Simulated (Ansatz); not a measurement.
The cell is the one relaxed in the Materials Project (mp-11446), not relaxed further here; entries there can be hypothetical. The listed cell was then made from it by scaling, straining or moving an atom.

A run on Tb: DFT, r2SCAN, all-electron PAW with datasets made for the crystal, scalar-relativistic (Ansatz 0.2.0). The input:

```yaml
crystal:
  lattice:
    - [-2.0511392633, 2.0511392633, 2.0109208464]
    - [2.0511392633, -2.0511392633, 2.0109208464]
    - [2.0511392633, 2.0511392633, -2.0109208464]
  atoms:
    - { symbol: Tb, position: [0.0, 0.0, 0.0], spin: 6.0 }
magnetization:
  spin_polarized: true
kpoints:
  mp_grid: { grid: [12, 12, 12] }
scf:
  occupations: { method: fermi_dirac, width: 0.03 }
hamiltonian:
  xc: r2scan
  pseudopotentials: { kind: all_electron, datasets: crystal }
output:
  forces: true
  stress: true
  eigenvalues: true
  efg: { contact_densities: true }
```

The end of the log:

```
SCF iter 178: F=—  HF=-318634.141268 eV  |F-HF|=—  |Δ(HF+E_count)|=   5.54e-2  Δρ=1.04e-4 (↑9.99e-5 ↓1.04e-4)  dr2=1.19e-6  dr2_τ=1.09e-6  dr2_m=2.88e-6  M=6.757 μB ∫|m|=6.757 μB  β_m=1.20  ethr=1.27e-12  ⟨swp⟩=8.1  Hψ=45772  notcnv=0  defer=1  reapply=3  κ⁻¹=7.7e-9(r=8)
SCF iter 179: F=—  HF=-318634.141920 eV  |F-HF|=—  |Δ(HF+E_count)|=   6.52e-4  Δρ=4.03e-4 (↑7.62e-5 ↓4.03e-4)  dr2=2.69e-5  dr2_τ=2.91e-7  dr2_m=1.34e-5  M=6.759 μB ∫|m|=6.759 μB  β_m=1.20  ethr=1.27e-12  ⟨swp⟩=6.1  Hψ=36289  notcnv=0  κ⁻¹=7.7e-9(r=8)
SCF iter 180: F=—  HF=-318634.142251 eV  |F-HF|=—  |Δ(HF+E_count)|=   3.31e-4  Δρ=2.26e-4 (↑4.23e-5 ↓2.26e-4)  dr2=8.20e-6  dr2_τ=2.85e-8  dr2_m=4.23e-6  M=6.759 μB ∫|m|=6.759 μB  β_m=1.20  ethr=1.27e-12  ⟨swp⟩=6.6  Hψ=30787  notcnv=0  κ⁻¹=4.2e-9(r=8)
SCF iter 181: F=—  HF=-318634.142307 eV  |F-HF|=—  |Δ(HF+E_count)|=   5.61e-5  Δρ=2.06e-4 (↑3.09e-5 ↓2.06e-4)  dr2=6.69e-6  dr2_τ=2.15e-8  dr2_m=3.46e-6  M=6.762 μB ∫|m|=6.762 μB  β_m=1.20  ethr=1.27e-12  ⟨swp⟩=6.6  Hψ=32565  notcnv=0  κ⁻¹=1.3e-9(r=8)
SCF iter 182: F=—  HF=-318634.142381 eV  |F-HF|=—  |Δ(HF+E_count)|=   7.48e-5  Δρ=1.45e-4 (↑2.36e-5 ↓1.45e-4)  dr2=3.41e-6  dr2_τ=1.03e-8  dr2_m=1.73e-6  M=6.762 μB ∫|m|=6.762 μB  β_m=1.20  ethr=1.27e-12  ⟨swp⟩=6.2  Hψ=29214  notcnv=0  κ⁻¹=1.1e-9(r=8)
SCF iter 183: F=—  HF=-318634.142363 eV  |F-HF|=—  |Δ(HF+E_count)|=   1.81e-5  Δρ=1.12e-4 (↑1.92e-5 ↓1.12e-4)  dr2=2.25e-6  dr2_τ=7.74e-9  dr2_m=9.73e-7  M=6.759 μB ∫|m|=6.759 μB  β_m=1.20  ethr=1.27e-12  ⟨swp⟩=6.6  Hψ=33182  notcnv=0  κ⁻¹=1.5e-9(r=8)
SCF iter 184: F=—  HF=-318634.142337 eV  |F-HF|=—  |Δ(HF+E_count)|=   2.67e-5  Δρ=9.40e-5 (↑1.84e-5 ↓9.40e-5)  dr2=1.25e-6  dr2_τ=9.63e-9  dr2_m=7.66e-7  M=6.757 μB ∫|m|=6.757 μB  β_m=1.20  ethr=1.27e-12  ⟨swp⟩=6.5  Hψ=31483  notcnv=0  κ⁻¹=1.5e-9(r=8)
SCF iter 185: F=—  HF=-318634.142294 eV  |F-HF|=—  |Δ(HF+E_count)|=   4.28e-5  Δρ=5.91e-5 (↑1.00e-5 ↓5.91e-5)  dr2=4.99e-7  dr2_τ=2.93e-9  dr2_m=2.80e-7  M=6.756 μB ∫|m|=6.756 μB  β_m=1.20  ethr=1.27e-12  ⟨swp⟩=6.5  Hψ=31875  notcnv=0  κ⁻¹=5.1e-10(r=8)
SCF iter 186: F=—  HF=-318634.142281 eV  |F-HF|=—  |Δ(HF+E_count)|=   1.25e-5  Δρ=1.84e-4 (↑2.52e-5 ↓1.84e-4)  dr2=5.33e-6  dr2_τ=2.26e-8  dr2_m=2.80e-6  M=6.757 μB ∫|m|=6.757 μB  β_m=1.20  ethr=1.27e-12  ⟨swp⟩=6.1  Hψ=35140  notcnv=0  κ⁻¹=2.2e-8(r=8)
SCF iter 187: F=—  HF=-318634.141855 eV  |F-HF|=—  |Δ(HF+E_count)|=   4.26e-4  Δρ=4.47e-4 (↑5.35e-5 ↓4.47e-4)  dr2=3.18e-5  dr2_τ=1.49e-7  dr2_m=1.65e-5  M=6.761 μB ∫|m|=6.761 μB  β_m=1.20  ethr=1.27e-12  ⟨swp⟩=6.5  Hψ=32550  notcnv=0  κ⁻¹=6.0e-8(r=8)
SCF iter 188: F=—  HF=-318634.142253 eV  |F-HF|=—  |Δ(HF+E_count)|=   3.99e-4  Δρ=2.22e-4 (↑3.12e-5 ↓2.22e-4)  dr2=8.03e-6  dr2_τ=2.92e-8  dr2_m=4.18e-6  M=6.758 μB ∫|m|=6.758 μB  β_m=1.20  ethr=1.27e-12  ⟨swp⟩=6.5  Hψ=32204  notcnv=0  κ⁻¹=7.0e-6(r=8)
SCF iter 189: F=—  HF=-318634.142338 eV  |F-HF|=—  |Δ(HF+E_count)|=   8.47e-5  Δρ=1.55e-5 (↑6.19e-6 ↓1.55e-5)  dr2=5.03e-8  dr2_τ=3.65e-10  dr2_m=3.00e-8  M=6.755 μB ∫|m|=6.755 μB  β_m=1.20  ethr=1.27e-12  ⟨swp⟩=6.6  Hψ=32350  notcnv=0  κ⁻¹=5.2e-6(r=8)
SCF iter 190: F=—  HF=-318634.142343 eV  |F-HF|=—  |Δ(HF+E_count)|=   4.55e-6  Δρ=6.44e-5 (↑1.05e-5 ↓6.44e-5)  dr2=6.86e-7  dr2_τ=2.21e-9  dr2_m=3.50e-7  M=6.755 μB ∫|m|=6.755 μB  β_m=1.20  ethr=1.27e-12  ⟨swp⟩=5.3  Hψ=31811  notcnv=0  κ⁻¹=5.2e-6(r=8)
SCF iter 191: F=—  HF=-318634.142315 eV  |F-HF|=—  |Δ(HF+E_count)|=   2.76e-5  Δρ=1.21e-4 (↑1.72e-5 ↓1.21e-4)  dr2=2.36e-6  dr2_τ=1.02e-8  dr2_m=1.21e-6  M=6.755 μB ∫|m|=6.755 μB  β_m=1.20  ethr=1.27e-12  ⟨swp⟩=5.5  Hψ=26830  notcnv=0  κ⁻¹=7.3e-6(r=8)
SCF iter 192: F=—  HF=-318634.142313 eV  |F-HF|=—  |Δ(HF+E_count)|=   1.98e-6  Δρ=1.26e-4 (↑1.61e-5 ↓1.26e-4)  dr2=2.54e-6  dr2_τ=1.50e-8  dr2_m=1.32e-6  M=6.756 μB ∫|m|=6.756 μB  β_m=1.20  ethr=1.27e-12  ⟨swp⟩=5.5  Hψ=27007  notcnv=0  κ⁻¹=1.1e-6(r=8)
SCF iter 193: F=—  HF=-318634.142330 eV  |F-HF|=—  |Δ(HF+E_count)|=   1.64e-5  Δρ=7.62e-5 (↑1.42e-5 ↓7.62e-5)  dr2=1.04e-6  dr2_τ=8.90e-9  dr2_m=5.20e-7  M=6.754 μB ∫|m|=6.754 μB  β_m=1.20  ethr=1.27e-12  ⟨swp⟩=6.5  Hψ=30096  notcnv=0  κ⁻¹=1.2e-6(r=8)
SCF iter 194: F=—  HF=-318634.142338 eV  |F-HF|=—  |Δ(HF+E_count)|=   8.78e-6  Δρ=2.86e-5 (↑5.43e-6 ↓2.86e-5)  dr2=1.63e-7  dr2_τ=1.23e-9  dr2_m=7.25e-8  M=6.754 μB ∫|m|=6.754 μB  β_m=1.20  ethr=1.27e-12  ⟨swp⟩=5.6  Hψ=26767  notcnv=0  κ⁻¹=1.4e-6(r=8)
SCF iter 195: F=—  HF=-318634.142334 eV  |F-HF|=—  |Δ(HF+E_count)|=   4.34e-6  Δρ=2.28e-5 (↑3.88e-6 ↓2.28e-5)  dr2=1.07e-7  dr2_τ=1.84e-10  dr2_m=4.53e-8  M=6.754 μB ∫|m|=6.754 μB  β_m=1.20  ethr=1.27e-12  ⟨swp⟩=5.6  Hψ=27177  notcnv=0  κ⁻¹=3.0e-7(r=8)
SCF iter 196: F=—  HF=-318634.142323 eV  |F-HF|=—  |Δ(HF+E_count)|=   1.14e-5  Δρ=2.52e-5 (↑3.03e-6 ↓2.52e-5)  dr2=1.25e-7  dr2_τ=2.33e-10  dr2_m=5.35e-8  M=6.753 μB ∫|m|=6.753 μB  β_m=1.20  ethr=1.27e-12  ⟨swp⟩=5.9  Hψ=28877  notcnv=0  κ⁻¹=1.6e-7(r=8)
SCF iter 197: F=—  HF=-318634.142331 eV  |F-HF|=—  |Δ(HF+E_count)|=   8.05e-6  Δρ=2.35e-5 (↑2.97e-6 ↓2.35e-5)  dr2=1.11e-7  dr2_τ=2.02e-10  dr2_m=4.62e-8  M=6.753 μB ∫|m|=6.753 μB  β_m=1.20  ethr=1.27e-12  ⟨swp⟩=5.7  Hψ=27854  notcnv=0  κ⁻¹=2.7e-7(r=8)
SCF iter 198: F=—  HF=-318634.142373 eV  |F-HF|=—  |Δ(HF+E_count)|=   4.27e-5  Δρ=7.26e-5 (↑7.80e-6 ↓7.26e-5)  dr2=9.30e-7  dr2_τ=2.14e-9  dr2_m=4.26e-7  M=6.756 μB ∫|m|=6.756 μB  β_m=1.20  ethr=1.27e-12  ⟨swp⟩=6.5  Hψ=32653  notcnv=0  κ⁻¹=3.4e-7(r=8)
SCF iter 199: F=—  HF=-318634.142397 eV  |F-HF|=—  |Δ(HF+E_count)|=   2.39e-5  Δρ=7.84e-5 (↑8.60e-6 ↓7.84e-5)  dr2=1.05e-6  dr2_τ=2.49e-9  dr2_m=4.99e-7  M=6.757 μB ∫|m|=6.757 μB  β_m=1.20  ethr=1.27e-12  ⟨swp⟩=6.5  Hψ=31323  notcnv=0  κ⁻¹=3.0e-7(r=8)
SCF iter 200: F=—  HF=-318634.142404 eV  |F-HF|=—  |Δ(HF+E_count)|=   6.41e-6  Δρ=4.21e-5 (↑4.33e-6 ↓4.21e-5)  dr2=3.18e-7  dr2_τ=7.13e-10  dr2_m=1.41e-7  M=6.757 μB ∫|m|=6.757 μB  β_m=1.20  ethr=1.27e-12  ⟨swp⟩=5.7  Hψ=27838  notcnv=0  κ⁻¹=1.0e-7(r=8)
Error: did not converge after 200 iterations: onsite_residual = 4.02e-5 (threshold 3.12e-8), under the density mixer `broyden`, which `scf.mixing.algorithm: auto` chose by the deck's other keys (type `scf.mixing.algorithm: broyden` to keep it); raise `scf.max_iter`, which need not help a stalled SCF, or adjust the mixing (`scf.mixing`) or, under a smearing, its width (`scf.occupations.width`, in either direction: another width is another result); this SCF holds its density and magnetisation to the symmetry operations that it keeps, and cannot end on a state that breaks one of them: if the state sought breaks one, re-run with `crystal.symmetry.detect: false`, without `crystal.symmetry.time_reversal: true`, on a non-collinear deck whose state breaks time reversal, with `crystal.symmetry.time_reversal: false` beside it (there exact exchange or a DFT+U term alone can polarise the run; a magnetic state wants starting moments), where the deck allows it (that run may end on another state, and need not converge either); dr2 rose on two iterations running: first take a smaller step (`scf.mixing.beta` and `scf.mixing.beta_mag`; the input reference at `scf.mixing.beta` says which key acts on this run); if it still does not converge, try `scf.mixing.restart: {on_increase: {damp_beta: false}}`, which clears the mixer's history after two rises (`auto`, the default, and `never` keep it); at another step of the mixing, smaller or larger, or under a restart policy an SCF can converge to a state of higher free energy: the input reference at `scf.mixing.restart` says how to compare two converged runs; this run sums exchange and correlation on more points than the dense box has (`basis.xc_grid`), where a deck that converges on the dense box may not converge: try another level (where the key is left out runs that use forces, runs that use the stress, dielectric runs by a finite field, finite-displacement phonons, runs of phonons.displacement_patterns under a GGA or a meta-GGA, phonons by method: dfpt, dielectric runs by the response, runs on support functions, runs on PAW files under a meta-GGA or a hybrid on one, runs at kind: all_electron or under a hybrid on a GGA, runs under a text's formulas of a gradient, and runs on PAW files that evaluate rPW86 or Becke's exchange or LYP's correlation can take a finer level, which can go by the root key accuracy; a number is taken as typed), or, where it is served, `1`, the dense box, on which forces and the stress change with where the atoms sit on the grid; a lower level also moves a field's Born charges, by the response (dielectric, § Limitations, in the input reference) or by a finite field; under a meta-GGA, try another mixer (`scf.mixing.algorithm: anderson`); mind that the stability of the state on which such a run converges can go unchecked at the default of `scf.lower_state_search`; see `basis.xc_grid`, Limitations
```

Can this result be used?

The calculation stopped without meeting its thresholds.
